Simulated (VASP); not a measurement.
Method: PBEsol GGA, VASP's PBE PAW potentials (set 64) (plane waves; VASP 6.6.1).

VASP input:

KPOINTS:
```
Regular mesh
0
G
8 8 8
0 0 0
```

POSCAR:
```
ZnTe
1
   -0.0000000000     3.0324034432     3.0324034432
    3.0324034432    -0.0000000000     3.0324034432
    3.0324034432     3.0324034432    -0.0000000000
Zn Te
1 1
Direct
  0.0123664284   0.0123664284  -0.0123664284
  0.2500000000   0.2500000000   0.2500000000
```

INCAR:
```
SYSTEM = ZnTe
PREC = Accurate; ENCUT = 480; LREAL = .FALSE.
LASPH = .TRUE.
EDIFF = 1E-7; NELM = 100; ALGO = Normal
LMAXMIX = 4
ISMEAR = 0; SIGMA = 0.05
GGA = PS
ISIF = 2
LWAVE = .FALSE.; LCHARG = .FALSE.
```

POTCAR, in this order: Zn Te (PBE.64 set). Program: vasp_std.

Output

**OSZICAR**
```
       N       E                     dE             d eps       ncg     rms          rms(c)
DAV:   1     0.754239024234E+02    0.75424E+02   -0.81756E+03  2470   0.138E+03
DAV:   2    -0.173695567044E+01   -0.77161E+02   -0.74299E+02  2570   0.252E+02
DAV:   3    -0.605043464347E+01   -0.43135E+01   -0.42976E+01  3110   0.605E+01
DAV:   4    -0.611084424276E+01   -0.60410E-01   -0.60396E-01  3063   0.712E+00
DAV:   5    -0.611186495849E+01   -0.10207E-02   -0.10207E-02  3003   0.738E-01    0.499E+00
DAV:   6    -0.591585532277E+01    0.19601E+00   -0.77669E-01  3040   0.277E+01    0.392E+00
DAV:   7    -0.590327348703E+01    0.12582E-01   -0.13403E-01  2745   0.454E+00    0.164E+00
DAV:   8    -0.590080563642E+01    0.24679E-02   -0.49447E-03  3151   0.745E-01    0.383E-01
DAV:   9    -0.590068407151E+01    0.12156E-03   -0.83642E-04  2976   0.466E-01    0.129E-01
DAV:  10    -0.590068918791E+01   -0.51164E-05   -0.12234E-04  2818   0.122E-01    0.924E-02
DAV:  11    -0.590071044454E+01   -0.21257E-04   -0.37971E-05  2623   0.398E-02    0.177E-02
DAV:  12    -0.590071229874E+01   -0.18542E-05   -0.60307E-06  3230   0.372E-02    0.184E-02
DAV:  13    -0.590071220514E+01    0.93602E-07   -0.10263E-06  2790   0.116E-02    0.851E-03
DAV:  14    -0.590071225468E+01   -0.49547E-07   -0.34963E-07  2970   0.420E-03
   1 F= -.59007123E+01 E0= -.59007123E+01  d E =-.716382E-11
```

OUTCAR:
```
------------------------ aborting loop because EDIFF is reached ----------------------------------------
  FORCE on cell =-STRESS in cart. coord.  units (eV):
  Direction    XX          YY          ZZ          XY          YZ          ZX
  --------------------------------------------------------------------------------------
  Total        0.1047758      0.1047758      0.0680558      0.4143478      0.0000000      0.0000000
  in kB        3.0100994      3.0100994      1.9551701     11.9037733      0.0000000      0.0000000
  external PRESSURE =       2.6584563 kB  Pullay stress =       0.0000000 kB
  volume of cell :       55.77
      direct lattice vectors                 reciprocal lattice vectors
     0.000000000  3.032403443  3.032403443    -0.164885712  0.164885712  0.164885712
     3.032403443  0.000000000  3.032403443     0.164885712 -0.164885712  0.164885712
     3.032403443  3.032403443  0.000000000     0.164885712  0.164885712 -0.164885712
 POSITION                                       TOTAL-FORCE (eV/Angst)
 -----------------------------------------------------------------------------------
      3.03240      3.03240      0.07500         0.000000      0.000000     -0.395529
      1.51620      1.51620      1.51620         0.000000      0.000000      0.395529
 -----------------------------------------------------------------------------------
    total drift:                               -0.000003     -0.000003      0.001177
  FREE ENERGIE OF THE ION-ELECTRON SYSTEM (eV)
  ---------------------------------------------------
  free  energy   TOTEN  =        -5.9007122547 eV

  energy  without entropy=       -5.9007122547  energy(sigma->0) =       -5.90071225
```
(Selected blocks of OUTCAR.)

The compound is ZnTe in the zinc blende structure. This cell was strained or had an atom moved on purpose.
